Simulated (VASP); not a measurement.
Crystal: TiTe.

```
Ti Te
1.0
     0.00000    3.31060    3.31060
     3.31060    0.00000    3.31060
     3.31060    3.31060    0.00000
Ti Te
1 1
Direct
  0.00000 0.00000 0.00000
  0.25000 0.25000 0.25000
```

The cell comes from a database or a generator and needn't be the stable form of this composition.

```yaml
Program: VASP 6.6.1
Task: relaxation of cell and atoms
Functional: r2SCAN
Dispersion: D4
Potentials_or_basis: VASP PAW PBE potentials, release 64 (Ti_sv, Te)
Cutoff: 600 eV
k_mesh: 7 × 7 × 7
Occupations: gaussian, width 0.05 eV
Spin: no spin polarisation
```

At the start: pressure -7.6 GPa; volume 36.28 Å³/atom.

Where does the relaxation end?

Over 3 steps the energy falls by 182.5 meV/atom and the volume is 29.83 Å³/atom (-17.8 %); space group F-43m (No. 216, to 0.05 Å).

The path:
| step | energy change (eV) | largest force (eV/Å) | pressure (GPa) | volume (Å³) |
| --- | --- | --- | --- | --- |
| 1 | 0.0000 | 0.0000 | -7.60 | 72.57 |
| 2 | -0.3172 | 0.0000 | 4.38 | 55.95 |
| 3 | -0.3651 | 0.0000 | 0.02 | 59.65 |

Final structure:
```yaml
crystal:
  lattice:
    - [0.00000, 3.10120, 3.10120]
    - [3.10120, 0.00000, 3.10120]
    - [3.10120, 3.10120, 0.00000]
  atoms:
    - { symbol: Ti, position: [0.00000, 0.00000, 0.00000] }
    - { symbol: Te, position: [0.25000, 0.25000, 0.25000] }
```

Caveat: the volume moved by over 15 % at a fixed basis, so the end points are rough; the PAW data sets were made with another functional, which shifts forces and pressure a little; pairwise dispersion overbinds metals, which lowers pressure and volume.
